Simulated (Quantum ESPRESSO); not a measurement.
# Ge (P6_3/mmc) in Quantum ESPRESSO: a series of runs, part 2 of 2

Quantum ESPRESSO 7.5. The steps go on from the part before.

## 3. Single point, r2SCAN, 21.46 Å³/atom

pw.in

```
&CONTROL
  calculation = 'scf'
  prefix = 'pwscf'
  outdir = './tmp'
  pseudo_dir = './pseudo'
  tprnfor = .true.
  tstress = .true.
  disk_io = 'nowf'
/
&SYSTEM
  ibrav = 0
  nat = 4
  ntyp = 1
  ecutwfc = 70
  nbnd = 38
  input_dft = 'r2scan'
  occupations = 'smearing'
  smearing = 'fd'
  degauss = 0.00367493
  nosym = .true.
  nr1 = 48
  nr2 = 48
  nr3 = 72
/
&ELECTRONS
  conv_thr = 1d-08
  electron_maxstep = 120
  mixing_beta = 0.5
/
ATOMIC_SPECIES
Ge    72.6300 Ge_ONCV_PBE-1.2.upf
CELL_PARAMETERS angstrom
   3.9159795603    0.0000000000    0.0000000000
  -1.9579897802    3.3913377800    0.0000000000
   0.0000000000    0.0000000000    6.4646589660
ATOMIC_POSITIONS crystal
Ge     0.3333333333    0.6666666667    0.9370987500
Ge     0.6666666667    0.3333333333    0.4370987500
Ge     0.3333333333    0.6666666667    0.5629012500
Ge     0.6666666667    0.3333333333    0.0629012500
K_POINTS automatic
4 4 2 0 0 0
```

Potentials or basis: SG15 PBE 1.2.

Launch:

```console
$ OMP_NUM_THREADS=1 mpirun -n 2 pw.x -nk 2 -in pw.in > pw.out
```

pw.out:

```text
This program is part of the open-source Quantum ESPRESSO suite
     for quantum simulation of materials; please cite
         "P. Giannozzi et al., J. Phys.:Condens. Matter 21 395502 (2009);
         "P. Giannozzi et al., J. Phys.:Condens. Matter 29 465901 (2017);
         "P. Giannozzi et al., J. Chem. Phys. 152 154105 (2020);
     in publications or presentations arising from this work. More details at

     IMPORTANT: XC functional enforced from input :
     Exchange-correlation= R2SCAN
                           (   0   0   0   0   0 497 498)
     Any further DFT definition will be discarded
     Please, verify this is what you really want

     K-points division:     npool     =       2
     Subspace diagonalization in iterative solution of the eigenvalue problem:
     a serial algorithm will be used

     G-vector sticks info
     --------------------
     sticks:   dense  smooth     PW     G-vecs:    dense   smooth      PW
     Sum        1057    1057    313                45809    45809    7691

     Using Slab Decomposition

     bravais-lattice index     =            0
     lattice parameter (alat)  =       7.4001  a.u.
     unit-cell volume          =     579.3669 (a.u.)^3
     number of atoms/cell      =            4
     number of atomic types    =            1
     number of electrons       =        56.00
     number of Kohn-Sham states=           38
[... 83 lines left out ...]
     starting charge      55.7847, renormalised to      56.0000
     Starting wfcs are random

     Self-consistent Calculation

     iteration #  1     ecut=    70.00 Ry     beta= 0.50
     Davidson diagonalization with overlap
     ethr =  1.00E-02,  avg # of iterations = 10.9

     total energy              =    -562.10876063 Ry
     estimated scf accuracy    <     187.99120984 Ry
[... 64 lines left out ...]
     iteration # 11     ecut=    70.00 Ry     beta= 0.50
     Davidson diagonalization with overlap
     ethr =  1.30E-09,  avg # of iterations =  1.0

     End of self-consistent calculation

          k = 0.0000 0.0000 0.0000 (  5661 PWs)   bands (ev):

   -13.1222 -13.1222 -13.0792 -13.0682 -13.0682 -13.0630 -13.0277 -13.0277
   -12.9527 -12.9526 -12.7873 -12.7774 -12.7774 -12.7653 -12.7487 -12.7487
   -12.7058 -12.7058 -12.6807 -12.6807  -2.2151   0.0412   3.4038   9.9925
     9.9925  11.4836  11.7855  11.7855  11.8285  12.0338  14.1660  14.1660
    14.7002  16.7003  16.7003  18.4388  19.8392  19.8392
[... 147 lines left out ...]
   -13.1179 -13.1178 -13.1152 -13.1152 -13.0417 -13.0416 -12.9773 -12.9772
   -12.9284 -12.9283 -12.8044 -12.8044 -12.7900 -12.7900 -12.7743 -12.7742
   -12.6917 -12.6916 -12.6719 -12.6718   0.6639   0.6640   3.1524   3.1525
     8.8368   8.8368   8.9581   8.9582  12.3986  12.3986  14.1256  14.1256
    18.4318  18.4319  20.0208  20.0208  23.2263  23.2263

     the Fermi energy is    11.8344 ev

!    total energy              =    -562.69707886 Ry
     estimated scf accuracy    <          1.5E-09 Ry
     smearing contrib. (-TS)   =      -0.00045114 Ry
     internal energy E=F+TS    =    -562.69662772 Ry

     The total energy is F=E-TS. E is the sum of the following terms:
     one-electron contribution =    -249.85125765 Ry
     hartree contribution      =     155.12664465 Ry
     xc contribution           =     -66.43041394 Ry
     ewald contribution        =    -401.54160079 Ry

     convergence has been achieved in  11 iterations

     Forces acting on atoms (cartesian axes, Ry/au):

     atom    1 type  1   force =    -0.00000489   -0.00000217    0.00041708
     atom    2 type  1   force =     0.00000220    0.00000022    0.00043221
     atom    3 type  1   force =     0.00000228   -0.00000691   -0.00040553
     atom    4 type  1   force =     0.00000041    0.00000885   -0.00044376

     Total force =     0.000850     Total SCF correction =     0.000038

     Computing stress (Cartesian axis) and pressure

          total   stress  (Ry/bohr**3)                   (kbar)     P=       25.68
   0.00022147  -0.00000000   0.00000000           32.58       -0.00        0.00
  -0.00000000   0.00022147  -0.00000000           -0.00       32.58       -0.00
   0.00000000  -0.00000000   0.00008076            0.00       -0.00       11.88

=------------------------------------------------------------------------------=
   JOB DONE.
=------------------------------------------------------------------------------=
```

Run time: 2.2 min. Hardware: 2 MPI ranks of Arm Neoverse V2, shared host; peak memory 0.32 GiB.

Results:

- Free energy: -7655.8838 eV
- Pressure: 2.6 GPa
- Largest force: 0.011 eV/Å
- Band gap on the k mesh: none (metal or under the smearing width)

Caveat: the k mesh is coarse (spacing up to 0.49 Å⁻¹), so the values aren't converged; the potentials were made for another functional, which shifts forces and pressure.

## 4. Single point, r2SCAN, 21.92 Å³/atom

pw.in, as its differences from that of step 3:

```diff
@@ -32,5 +32,5 @@
 CELL_PARAMETERS angstrom
-   3.9159795603    0.0000000000    0.0000000000
-  -1.9579897802    3.3913377800    0.0000000000
-   0.0000000000    0.0000000000    6.4646589660
+   3.9435577898    0.0000000000    0.0000000000
+  -1.9717788949    3.4152212273    0.0000000000
+   0.0000000000    0.0000000000    6.5101862333
 ATOMIC_POSITIONS crystal
```

Launch:

```console
$ OMP_NUM_THREADS=1 mpirun -n 2 pw.x -nk 2 -in pw.in > pw.out
```

Run time: 2.2 min. Hardware: 2 MPI ranks of Arm Neoverse V2, shared host; peak memory 0.32 GiB.

Results (log left out):

```
Free energy            : -7655.9043 eV
Pressure               : 1.1 GPa
Largest force          : 0.006 eV/Å
Band gap on the k mesh : none (metal or under the smearing width)
```

Caveat: the k mesh is coarse (spacing up to 0.48 Å⁻¹), so the values aren't converged; the potentials were made for another functional, which shifts forces and pressure.

## 5. Single point, r2SCAN, 22.38 Å³/atom

pw.in, as its differences from that of step 4:

```diff
@@ -32,5 +32,5 @@
 CELL_PARAMETERS angstrom
-   3.9435577898    0.0000000000    0.0000000000
-  -1.9717788949    3.4152212273    0.0000000000
-   0.0000000000    0.0000000000    6.5101862333
+   3.9707555995    0.0000000000    0.0000000000
+  -1.9853777998    3.4387752215    0.0000000000
+   0.0000000000    0.0000000000    6.5550854883
 ATOMIC_POSITIONS crystal
```

Launch:

```console
$ OMP_NUM_THREADS=1 mpirun -n 2 pw.x -nk 2 -in pw.in > pw.out
```

Wall time 2.3 min (2 MPI ranks of Arm Neoverse V2, shared host); peak memory 0.32 GiB.

Results (log left out):

```
Free energy            : -7655.9116 eV
Pressure               : 0.1 GPa
Largest force          : 0.046 eV/Å
Band gap on the k mesh : 0.07 eV, direct
```

Caveat: the k mesh is coarse (spacing up to 0.48 Å⁻¹), so the values aren't converged; the potentials were made for another functional, which shifts forces and pressure.

## 6. Single point, r2SCAN, 22.83 Å³/atom

pw.in, as its differences from that of step 5:

```diff
@@ -32,5 +32,5 @@
 CELL_PARAMETERS angstrom
-   3.9707555995    0.0000000000    0.0000000000
-  -1.9853777998    3.4387752215    0.0000000000
-   0.0000000000    0.0000000000    6.5550854883
+   3.9975858431    0.0000000000    0.0000000000
+  -1.9987929216    3.4620108940    0.0000000000
+   0.0000000000    0.0000000000    6.5993779500
 ATOMIC_POSITIONS crystal
```

Potentials or basis: SG15 PBE 1.2.

Launch:

```console
$ OMP_NUM_THREADS=1 mpirun -n 2 pw.x -nk 2 -in pw.in > pw.out
```

Run time: 2.4 min. Hardware: 2 MPI ranks of Arm Neoverse V2, shared host; peak memory 0.34 GiB.

It converged, with:

```yaml
Free_energy: -7655.9058 eV
Pressure: -1.2 GPa
Largest_force: 0.046 eV/Å
Band_gap_on_the_k_mesh: 0.12 eV, direct
```

Caveat: the k mesh is coarse (spacing up to 0.48 Å⁻¹), so the values aren't converged; the potentials were made for another functional, which shifts forces and pressure.

## 7. Single point, r2SCAN, 23.29 Å³/atom

pw.in, as its differences from that of step 6:

```diff
@@ -32,5 +32,5 @@
 CELL_PARAMETERS angstrom
-   3.9975858431    0.0000000000    0.0000000000
-  -1.9987929216    3.4620108940    0.0000000000
-   0.0000000000    0.0000000000    6.5993779500
+   4.0240606931    0.0000000000    0.0000000000
+  -2.0120303466    3.4849387866    0.0000000000
+   0.0000000000    0.0000000000    6.6430837134
 ATOMIC_POSITIONS crystal
```

Launch:

```console
$ OMP_NUM_THREADS=1 mpirun -n 2 pw.x -nk 2 -in pw.in > pw.out
```

Run time: 2.5 min. Hardware: 2 MPI ranks of Arm Neoverse V2, shared host; peak memory 0.34 GiB.

The run converged. Its results:

| Property | Result |
| --- | --- |
| Free energy | -7655.8855 eV |
| Pressure | -2.4 GPa |
| Largest force | 0.033 eV/Å |
| Band gap on the k mesh | 0.17 eV, direct |

Caveat: the k mesh is coarse (spacing up to 0.47 Å⁻¹), so the values aren't converged; the potentials were made for another functional, which shifts forces and pressure.

## 8. Single point, r2SCAN, 23.75 Å³/atom

pw.in, as its differences from that of step 7:

```diff
@@ -32,5 +32,5 @@
 CELL_PARAMETERS angstrom
-   4.0240606931    0.0000000000    0.0000000000
-  -2.0120303466    3.4849387866    0.0000000000
-   0.0000000000    0.0000000000    6.6430837134
+   4.0501916895    0.0000000000    0.0000000000
+  -2.0250958448    3.5075688934    0.0000000000
+   0.0000000000    0.0000000000    6.6862218294
 ATOMIC_POSITIONS crystal
```

Launch:

```console
$ OMP_NUM_THREADS=1 mpirun -n 2 pw.x -nk 2 -in pw.in > pw.out
```

It took 2.2 min on 2 MPI ranks of Arm Neoverse V2, shared host; peak memory 0.34 GiB.

It converged, with:

```
Free energy            : -7655.8518 eV
Pressure               : -3.5 GPa
Largest force          : 0.020 eV/Å
Band gap on the k mesh : 0.22 eV, direct
```

Caveat: the k mesh is coarse (spacing up to 0.47 Å⁻¹), so the values aren't converged; the potentials were made for another functional, which shifts forces and pressure.

## 9. Single point, r2SCAN, 24.20 Å³/atom

pw.in, as its differences from that of step 8:

```diff
@@ -32,5 +32,5 @@
 CELL_PARAMETERS angstrom
-   4.0501916895    0.0000000000    0.0000000000
-  -2.0250958448    3.5075688934    0.0000000000
-   0.0000000000    0.0000000000    6.6862218294
+   4.0759897844    0.0000000000    0.0000000000
+  -2.0379948922    3.5299106989    0.0000000000
+   0.0000000000    0.0000000000    6.7288103778
 ATOMIC_POSITIONS crystal
```

Potentials or basis: SG15 PBE 1.2.

Launch:

```console
$ OMP_NUM_THREADS=1 mpirun -n 2 pw.x -nk 2 -in pw.in > pw.out
```

Wall time 2.4 min (2 MPI ranks of Arm Neoverse V2, shared host); peak memory 0.34 GiB.

The run converged. Its results:

| Quantity | Value |
| --- | --- |
| Free energy | -7655.8061 eV |
| Pressure | -4.5 GPa |
| Largest force | 0.007 eV/Å |
| Band gap on the k mesh | 0.24 eV, direct |

Caveat: the k mesh is coarse (spacing up to 0.47 Å⁻¹), so the values aren't converged; the potentials were made for another functional, which shifts forces and pressure.

## 10. Equation of state, r2SCAN

Potentials or basis: SG15 PBE 1.2.

No new run: the results of the series are fitted here.

Results:

```
Equilibrium volume                        : 22.39 Å³/atom (rough: see the caveat)
Bulk modulus at fixed shape and positions : 59 GPa (rough)
```

Energy against volume, from the lowest point:
```
volume (Å³/atom)  energy (meV/atom)
          21.463               6.95
          21.920               1.82
          22.377               0.00
          22.833               1.44
          23.290               6.52
          23.747              14.94
          24.203              26.36
```

Caveat: the k mesh is coarse (spacing up to 0.48 Å⁻¹), so the values aren't converged; the potentials were made for another functional, which shifts forces and pressure; the fit is doubtful: noisy points or a state that changes with volume; the cell was scaled at fixed shape and fractional positions, which overstates the stiffness of a crystal with free parameters, most of all of layers and chains.
